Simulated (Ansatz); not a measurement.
All numbers below come from DFT PBE, scalar-relativistic, plane waves, PAW (Ansatz 0.2.0). All cells share a 420 eV cutoff and Γ-centred k meshes spaced at most about 0.3 Å⁻¹ (about 0.25 or finer for metals, 2π included). No spin polarisation in the final relaxations.

Temperature and zero-point effects are left out.

Two forms of SnTe were relaxed alike.

A.

```
CELL_PARAMETERS angstrom
4.48475 0.00000 0.00000
0.00000 4.48475 0.00000
0.00000 0.00000 3.18930
ATOMIC_POSITIONS crystal
Sn 0.50000 0.50000 0.00000
Te 0.00000 0.00000 0.00000
```

B.

```
CELL_PARAMETERS angstrom
5.42500 0.00000 0.00000
-2.71250 4.69819 0.00000
0.00000 0.00000 6.51143
ATOMIC_POSITIONS crystal
Sn 0.33333 0.66667 0.95482
Sn 0.66667 0.33333 0.45482
Te 0.33333 0.66667 0.43018
Te 0.66667 0.33333 0.93018
```

Question: Which form is favoured at zero pressure, and by what margin per atom?

Answer: B is lower, by 54 meV/atom. A has space group P4/mmm (No. 123), 32.1 Å³/atom and no gap on its mesh; B has space group P6_3mc (No. 186), 41.5 Å³/atom and a gap of 0.64 eV. Counting Te atoms around Sn (those within 1.25 times the shortest such distance or 1.15 times the sum of covalent radii, 1.27 where that leaves under three), A has Sn 4 and B has Sn 5. The lower one is the more open, so pressure narrows the difference. In A, Sn has 4 Te at 3.17 Å and 2 Sn at 3.19 Å; around Te lie 4 Sn at 3.17 Å and 2 Te at 3.19 Å. In B, Sn is surrounded by 4 Te at 3.10–3.14 Å and 1 Te at 3.42 Å; around Te lie 4 Sn at 3.10–3.14 Å and 1 Sn at 3.42 Å. Both come from invented guesses. A third cell relaxed alike, in I4mm, lies 117 meV/atom below the lower of the two.

Spin–orbit coupling, which can matter for Te, is left out. Kohn–Sham gaps at this level usually fall short of measured ones. The missing spin–orbit coupling can work the other way here. Cells relaxed within their symmetry can be saddle points.
